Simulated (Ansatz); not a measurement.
**Ga started on a Mg site next to Ga started on a Mg site in rocksalt MgO, 64 atoms, charge 0**

All numbers come from Ansatz (PAW, plane waves, no spin–orbit coupling) at the single k point (¼, ¼, ¼) without its symmetry partners. The atoms were relaxed with PBEsol in a fixed cell; other functionals are single points on those atoms unless said otherwise. The valence top and gap of the host come from its small cell on a dense mesh, with the band extrema sought between the mesh points, lined up by the mean potential, PBEsol gap 4.62 eV, HSE06 gap 6.46 eV.

Cell: a = 8.429 Å, b = 8.429 Å, c = 8.429 Å, α = 90.00°, β = 90.00°, γ = 90.00°.

Nearest atoms after relaxation, from the placed atom (for vacancies from the middle of the vacant sites): O at 2.14 Å, O at 2.14 Å, O at 2.16 Å, O at 2.16 Å, O at 2.25 Å, O at 2.25 Å, Ga at 2.76 Å, Mg at 2.94 Å.

Chemical potentials μ are those of reference phases of the elements at zero temperature by the same functional (the usual solids, diamond for C, grey Sn, and the molecules H2, N2, O2, F2, Cl2, Br2 and S8).

| functional | E(defect) − E(host) − Σ nμ + q·E_VBM (eV) | monopole (eV) | alignment (eV) | formation energy at E_F = VBM (eV) | moment (μB) | wall time, shared host |
| --- | --- | --- | --- | --- | --- | --- |
| PBEsol | 8.78 | 0.00 | 0.00 | 8.78 | 0 (no spin) | 6.9 s on NVIDIA GB300 (relaxation) |

Q: Estimate the formation energy and moment that HSE06 gives on these atoms.

A: 9.66 eV at E_F = VBM, moment 0 (no spin).

HSE06 one-electron levels near the gap (the ten most localised at most), from the host's valence top:

```csv
level (eV),spin,filling,atoms sharing it,element of the atom with most weight
-0.11,both,2.00,33.4,spread
-0.07,both,2.00,23.1,spread
4.58,both,2.00,9.4,Ga
6.24,both,0.00,9.2,Ga
```

All elements are taken at their own reference at once; growth conditions in equilibrium with the host shift these energies, by up to the host's formation enthalpy.

One k point and a cell of this size can leave errors of several tenths of an eV in such numbers.
